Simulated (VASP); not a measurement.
# Ag (Fm-3m) in VASP: a series of runs

One crystal, Ag, is run at these levels: PBE; tasks: relaxation of cell and atoms, electrostatic potential.

Program: VASP 6.6.1. These are calculated values, not measurements. Logs are shortened: lines on timing, memory, paths and dates and some standing lists are left out, and cuts for length are marked.

## 1. The crystal as given

The structure is cubic, space group Fm-3m (No. 225). The conventional cell has a = 4.060 Å, b = 4.060 Å, c = 4.060 Å, α = 90.00°, β = 90.00°, γ = 90.00°. Ag (site symmetry m-3m) has 12 Ag at 2.87 Å as nearest neighbours.

The cell was built by a generator and needn't be a form met in nature.

## 2. Relaxation of cell and atoms, PBE

The input, INCAR:

```
SYSTEM = Ag
ALGO     = Normal         ! electronic algorithm
EDIFF    = 1E-6           ! SCF threshold, eV
EDIFFG   = -0.005         ! ionic threshold
ENCUT    = 700            ! plane-wave cutoff, eV
GGA      = PE             ! functional
IBRION   = 2              ! ionic algorithm
ISIF     = 3              ! what is computed and relaxed
ISMEAR   = 1              ! smearing method
LASPH    = .True.         ! aspherical terms in the spheres
LCHARG   = .False.        ! write CHGCAR
LREAL    = .False.        ! projectors in reciprocal space
LWAVE    = .False.        ! write WAVECAR
NELM     = 120            ! most SCF steps
NSW      = 60             ! ionic steps
PREC     = Accurate       ! precision mode
SIGMA    = 0.1            ! smearing width, eV
```

The input, KPOINTS:

```
k-points
0
Gamma
  18 18 18
  0 0 0
```

The input, POSCAR:

```
Ag
1.0
    0.0000000000      2.0300000000      2.0300000000
    2.0300000000      0.0000000000      2.0300000000
    2.0300000000      2.0300000000      0.0000000000
Ag
1
Direct
    0.0000000000      0.0000000000      0.0000000000
```

Potentials or basis: VASP PAW PBE potentials, release 64 (Ag).

The run is started by

```console
$ cat potpaw_PBE.64/Ag/POTCAR > POTCAR
$ mpirun -np 1 vasp_std > vasp.out
```

OUTCAR:

```text
SYSTEM = Ag
   EDIFF = 1E-6
   EDIFFG = -0.005
   ENCUT = 700
   GGA = PE
   IBRION = 2
   ISIF = 3
   ISMEAR = 1
   LASPH = .True.
   LREAL = .False.
   NELM = 120
   NSW = 60
   PREC = Accurate

 ion  position               nearest neighbor table
   1  0.000  0.000  0.000-

  LATTYP: Found a face centered cubic cell.
 ALAT       =     4.0600000000

  Lattice vectors:

 A1 = (   0.0000000000,   2.0300000000,   2.0300000000)
 A2 = (   2.0300000000,   0.0000000000,   2.0300000000)
 A3 = (   2.0300000000,   2.0300000000,   0.0000000000)

Analysis of symmetry for initial positions (statically):
=====================================================================
 Subroutine PRICEL returns:
 Original cell was already a primitive cell.

 Routine SETGRP: Setting up the symmetry group for a
 face centered cubic supercell.

 Subroutine GETGRP returns: Found 48 space group operations
 (whereof 48 operations were pure point group operations)
 out of a pool of 48 trial point group operations.

The static configuration has the point symmetry O_h .

Analysis of symmetry for dynamics (positions and initial velocities):
=====================================================================
 Subroutine PRICEL returns:
 Original cell was already a primitive cell.

 Routine SETGRP: Setting up the symmetry group for a
 face centered cubic supercell.

 Subroutine GETGRP returns: Found 48 space group operations
 (whereof 48 operations were pure point group operations)
 out of a pool of 48 trial point group operations.

The dynamic configuration has the point symmetry O_h .

 Subroutine INISYM returns: Found 48 space group operations
 (whereof 48 operations are pure point group operations),
 and found     1 'primitive' translations

----------------------------------------------------------------------------------------

                                     Primitive cell

  volume of cell :      16.7309

  direct lattice vectors                    reciprocal lattice vectors
     0.000000000  2.030000000  2.030000000    -0.246305419  0.246305419  0.246305419
     2.030000000  0.000000000  2.030000000     0.246305419 -0.246305419  0.246305419
     2.030000000  2.030000000  0.000000000     0.246305419  0.246305419 -0.246305419

  length of vectors
     2.870853532  2.870853532  2.870853532     0.426613499  0.426613499  0.426613499

  position of ions in fractional coordinates (direct lattice)
     0.000000000  0.000000000  0.000000000

  ion indices of the primitive-cell ions
   primitive index   ion index
                 1           1

----------------------------------------------------------------------------------------

 KPOINTS: k-points

Automatic generation of k-mesh.
 Grid dimensions read from file:
 generate k-points for:   18   18   18

 Generating k-lattice:

  Cartesian coordinates                     Fractional coordinates (reciprocal lattice)
    -0.013683634  0.013683634  0.013683634     0.055555556  0.000000000  0.000000000
     0.013683634 -0.013683634  0.013683634     0.000000000  0.055555556  0.000000000
     0.013683634  0.013683634 -0.013683634     0.000000000  0.000000000  0.055555556

  Length of vectors
     0.023700750  0.023700750  0.023700750

  Shift w.r.t. Gamma in fractional coordinates (k-lattice)
     0.000000000  0.000000000  0.000000000

 Subroutine IBZKPT returns following result:
 ===========================================

 Found    195 irreducible k-points:

 Following reciprocal coordinates:
            Coordinates               Weight
  0.000000  0.000000  0.000000      1.000000
  0.055556  0.000000  0.000000      8.000000
  0.111111  0.000000  0.000000      8.000000
  0.166667  0.000000  0.000000      8.000000
  0.222222  0.000000  0.000000      8.000000
  0.277778  0.000000  0.000000      8.000000
[... 16 lines left out ...]
 -0.277778  0.055556  0.000000     24.000000
 -0.222222  0.055556  0.000000     24.000000
 [... further k-points ...]
   k-points           NKPTS =    195   k-points in BZ     NKDIM =    195   number of bands    NBANDS=      9
   number of dos      NEDOS =    301   number of ions     NIONS =      1
   total plane-waves  NPLWV =  21952
   dimension x,y,z NGX =    28 NGY =   28 NGZ =   28
   dimension x,y,z NGXF=    56 NGYF=   56 NGZF=   56
   ions per type =               1
   NGX,Y,Z   is equivalent  to a cutoff of  16.21, 16.21, 16.21 a.u.
   NGXF,Y,Z  is equivalent  to a cutoff of  32.43, 32.43, 32.43 a.u.
 SYSTEM =  Ag
   PREC   = accura    normal or accurate (medium, high low for compatibility)
   ISTART =      0    job   : 0-new  1-cont  2-samecut
   ICHARG =      2    charge: 1-file 2-atom 10-const
   ISPIN  =      1    spin polarized calculation?
   LNONCOLLINEAR =      F non collinear calculations
   LSORBIT =      F    spin-orbit coupling
   LASPH  =      T    aspherical Exc in radial PAW
   ENCUT  =  700.0 eV  51.45 Ry    7.17 a.u.   6.19  6.19  6.19*2*pi/ulx,y,z
   NELM   =    120;   NELMIN=  2; NELMDL= -5     # of ELM steps
   EDIFF  = 0.1E-05   stopping-criterion for ELM
   LREAL  =      F    real-space projection
   EDIFFG = -.5E-02   stopping-criterion for IOM
   NSW    =     60    number of steps for IOM
   IBRION =      2    ionic relax: 0-MD 1-quasi-New 2-CG
   NFREE  =      1    steps in history (QN), initial steepest desc. (CG)
   ISIF   =      3    stress and relaxation
   ISYM   =      2    0-nonsym 1-usesym 2-fastsym
   POTIM  = 0.5000    time-step for ionic-motion
   TEBEG  =    0.0;   TEEND  =   0.0 temperature during run
   PSTRESS=    0.0 pullay stress
   NELECT =      11.0000    total number of electrons
   NUPDOWN=      -1.0000    fix difference up-down
   EMIN   =  10.00;   EMAX   =-10.00  energy-range for DOS
   EFERMI =   0.00;   METHOD = LEGACY
   ISMEAR =     1;   SIGMA  =   0.10  broadening in eV -4-tet -1-fermi 0-gaus
   EFERMI_NEDOS =   21; number of points for ismear=-14 and -15
   IALGO  =     38    algorithm
   IMIX   =      4    mixing-type and parameters
     AMIX     =   0.40;   BMIX     =  1.00
     AMIX_MAG =   1.60;   BMIX_MAG =  1.00
  volume/ion in A,a.u.               =      16.73       112.91
  Fermi-wavevector in a.u.,A,eV,Ry     =   1.423529  2.690080 27.571324  2.026435
  Thomas-Fermi vector in A             =   2.544117
   LORBIT       =      0    0 simple, 1 ext, 2 COOP (PROOUT), +10 PAW based schemes
   GGA     = PE    functional components
   LHFCALC =     F    Hartree Fock is set to
   AEXX    =    0.0000 exact exchange contribution
   IVDW    =     0    specifies the selected vdW correction
   LEPSILON=     F    determine dielectric tensor
   LRPA    =     F    only Hartree local field effects (RPA)
 conjugate gradient relaxation of ions
 non-spin polarized calculation
 Methfessel and Paxton  Order N= 1 SIGMA  =   0.10
  energy-cutoff  :      700.00
  volume of cell :       16.73
 maximum number of plane-waves:       725
 NGX is ok and might be reduce to    28
   NGX = 13   NGY = 13   NGZ = 13

--------------------------------------- Ionic step        1  -------------------------------------------

 number of electron      10.9999999 magnetization

 Free energy of the ion-electron system (eV)
  ---------------------------------------------------
  ext. energy  EPLUGINS =         0.00000000
  ---------------------------------------------------
  free energy    TOTEN  =        -2.69800958 eV

  energy without entropy =       -2.69780646  energy(sigma->0) =       -2.69794187

------------------------ aborting loop because EDIFF is reached ----------------------------------------

  FORCE on cell =-STRESS in cart. coord.  units (eV):
  Direction    XX          YY          ZZ          XY          YZ          ZX
  --------------------------------------------------------------------------------------
  -------------------------------------------------------------------------------------
  Total        0.7252739      0.7252739      0.7252739     -0.0000000     -0.0000000      0.0000000
  in kB       69.4535622     69.4535622     69.4535622     -0.0000000     -0.0000000      0.0000000
  external PRESSURE =      69.4535622 kB  Pullay stress =       0.0000000 kB

 VOLUME and BASIS-vectors are now :
 -----------------------------------------------------------------------------
  energy-cutoff  :      700.00
  volume of cell :       16.73
      direct lattice vectors                 reciprocal lattice vectors
     0.000000000  2.030000000  2.030000000    -0.246305419  0.246305419  0.246305419
     2.030000000  0.000000000  2.030000000     0.246305419 -0.246305419  0.246305419
     2.030000000  2.030000000  0.000000000     0.246305419  0.246305419 -0.246305419
[... 36 lines left out ...]
 POSITION                                       TOTAL-FORCE (eV/Angst)
 -----------------------------------------------------------------------------------
     -0.00000      2.10103      2.10103         0.000000      0.000000      0.000000
 -----------------------------------------------------------------------------------
    total drift:                               -0.000000     -0.000000      0.000000

  FREE ENERGIE OF THE ION-ELECTRON SYSTEM (eV)
  ---------------------------------------------------
  free  energy   TOTEN  =        -2.7121748487 eV

  energy  without entropy=       -2.7120812114  energy(sigma->0) =       -2.71214364

--------------------------------------- Ionic step        3  -------------------------------------------

 number of electron      11.0000002 magnetization

 Free energy of the ion-electron system (eV)
  ---------------------------------------------------
  ext. energy  EPLUGINS =         0.00000000
  ---------------------------------------------------
  free energy    TOTEN  =        -2.71995150 eV

  energy without entropy =       -2.71987058  energy(sigma->0) =       -2.71992453

 E-fermi :   7.7859     XC(G=0): -11.9486

 val. band max:        7.7691471746   @ k =   0.5000   0.1667   0.0556
 cond. band min:       7.9096316939   @ k =   0.5000   0.3333   0.1111
 fundamental gap:      0.1404845193
 Fermi energy:         7.7858564601

 k-point     1 :       0.0000    0.0000    0.0000
  band No.  band energies     occupation
      1       0.3821      2.00000
      2       3.1793      2.00000
      3       3.1793      2.00000
      4       3.1793      2.00000
      5       4.1349      2.00000
      6       4.1349      2.00000
      7      23.7530      0.00000
      8      27.0704      0.00000
      9      27.0704      0.00000

 k-point     2 :       0.0556    0.0000    0.0000
  band No.  band energies     occupation
      1       0.4754      2.00000
      2       3.1588      2.00000
      3       3.2044      2.00000
      4       3.2044      2.00000
      5       4.1254      2.00000
      6       4.1254      2.00000
      7      23.7582      0.00000
      8      26.2291      0.00000
      9      27.0958      0.00000
[... 253 lines left out ...]
 k-point    24 :      -0.2222    0.0556    0.0000
  band No.  band energies     occupation
      1       1.7431      2.00000
      2       3.2041      2.00000
      3       3.4068      2.00000
      4       3.4337      2.00000
      5       4.0938      2.00000
      6       4.4370      2.00000
      7      19.0588      0.00000
      8      23.8127      0.00000
      9      26.0283      0.00000

 [... further k-points ...]

------------------------ aborting loop because EDIFF is reached ----------------------------------------

  FORCE on cell =-STRESS in cart. coord.  units (eV):
  Direction    XX          YY          ZZ          XY          YZ          ZX
  --------------------------------------------------------------------------------------
  -------------------------------------------------------------------------------------
  Total        0.0007568      0.0007568      0.0007568      0.0000000      0.0000000     -0.0000000
  in kB        0.0680432      0.0680432      0.0680432      0.0000000      0.0000000     -0.0000000
  external PRESSURE =       0.0680432 kB  Pullay stress =       0.0000000 kB

 VOLUME and BASIS-vectors are now :
 -----------------------------------------------------------------------------
  energy-cutoff  :      700.00
  volume of cell :       17.82
      direct lattice vectors                 reciprocal lattice vectors
    -0.000000000  2.073119040  2.073119040    -0.241182484  0.241182484  0.241182484
     2.073119040 -0.000000000  2.073119040     0.241182484 -0.241182484  0.241182484
     2.073119040  2.073119040  0.000000000     0.241182484  0.241182484 -0.241182484

 POSITION                                       TOTAL-FORCE (eV/Angst)
 -----------------------------------------------------------------------------------
      0.00000      0.00000      0.00000        -0.000000     -0.000000     -0.000000
 -----------------------------------------------------------------------------------
    total drift:                               -0.000000     -0.000000     -0.000000

  FREE ENERGIE OF THE ION-ELECTRON SYSTEM (eV)
  ---------------------------------------------------
  free  energy   TOTEN  =        -2.7199515043 eV

  energy  without entropy=       -2.7198705792  energy(sigma->0) =       -2.71992453

 reached required accuracy - stopping structural energy minimisation
```

It took 43 s on 1 thread of Intel Xeon 6975P-C (Granite Rapids), shared host; peak memory 0.2 GiB.

What came out:

* Free energy: -2.7200 eV
* Relaxed volume: 17.82 Å³/atom
* Relaxed cell: a = 2.932 Å, b = 2.932 Å, c = 2.932 Å, α = 60.00°, β = 60.00°, γ = 60.00°
* Space group after relaxing (to 0.05 Å): Fm-3m (No. 225)
* Energy gained by relaxing: 21.9 meV/atom
* Ionic steps: 3
* Pressure after relaxing: 0.0 GPa
* Band gap on the k mesh: none (metal or under the smearing width)

The path:
```csv
step,energy change (eV),largest force (eV/Å),pressure (GPa),volume (Å³)
1,0.0000,0.0000,6.95,16.73
2,-0.0142,0.0000,-3.25,18.55
3,-0.0219,0.0000,0.01,17.82
```

Final structure:
```yaml
crystal:
  lattice:
    - [0.00000, 2.07312, 2.07312]
    - [2.07312, 0.00000, 2.07312]
    - [2.07312, 2.07312, 0.00000]
  atoms:
    - { symbol: Ag, position: [0.00000, 0.00000, 0.00000] }
```

Levels at points of the mesh, in eV from the Fermi level:
```tsv
k point	band 4	band 5	band 6	band 7	band 8	band 9
(0.00, 0.00, 0.00)	-4.61	-3.65	-3.65	15.97	19.28	19.28
(0.50, 0.00, 0.00)	-2.91	-2.91	-0.23	3.41	15.20	17.46
(0.50, 0.50, 0.00)	-2.72	-2.72	1.69	6.45	10.49	10.49
```

## 3. Electrostatic potential, PBE

This run uses another cell than the first one, of 17.82 Å³/atom, 1.065 times its volume.

The input, INCAR:

```
PREC = Accurate
ENCUT = 700
EDIFF = 1E-6
ISMEAR = 1
SIGMA = 0.1
LREAL = False
LASPH = True
NELM = 60
ALGO = Normal
ISIF = 2
LWAVE = False
LCHARG = True
GGA = PE
LVHAR = True
```

The input, KPOINTS:

```
regular mesh
0
Gamma
  18 18 18
```

The input, POSCAR:

```
Ag                                      
1.0
   -0.0000000000      2.0731190404      2.0731190404
    2.0731190404     -0.0000000000      2.0731190404
    2.0731190404      2.0731190404      0.0000000000
  Ag            
     1
Direct
     0.0000000000000000    0.0000000000000000    0.0000000000000000
```

Potentials or basis: VASP PAW PBE potentials, release 64 (Ag).

The run is started by

```console
$ cat potpaw_PBE.64/Ag/POTCAR > POTCAR
$ mpirun -np 1 vasp_std > vasp.out
```

Run time: 18 s. Hardware: 1 thread of Intel Xeon 6975P-C (Granite Rapids), shared host; peak memory 0.2 GiB.

It converged, with:

```
Free energy            : -2.7200 eV
Pressure               : 0.0 GPa
Band gap on the k mesh : none (metal or under the smearing width)
```

Levels at points of the mesh, in eV from the Fermi level:
| k point | band 4 | band 5 | band 6 | band 7 | band 8 | band 9 |
| --- | --- | --- | --- | --- | --- | --- |
| (0.00, 0.00, 0.00) | -4.61 | -3.65 | -3.65 | 15.97 | 19.28 | 19.28 |
| (0.50, 0.00, 0.00) | -2.91 | -2.91 | -0.23 | 3.41 | 15.20 | 17.46 |
| (0.50, 0.50, 0.00) | -2.72 | -2.72 | 1.69 | 6.45 | 10.49 | 10.49 |
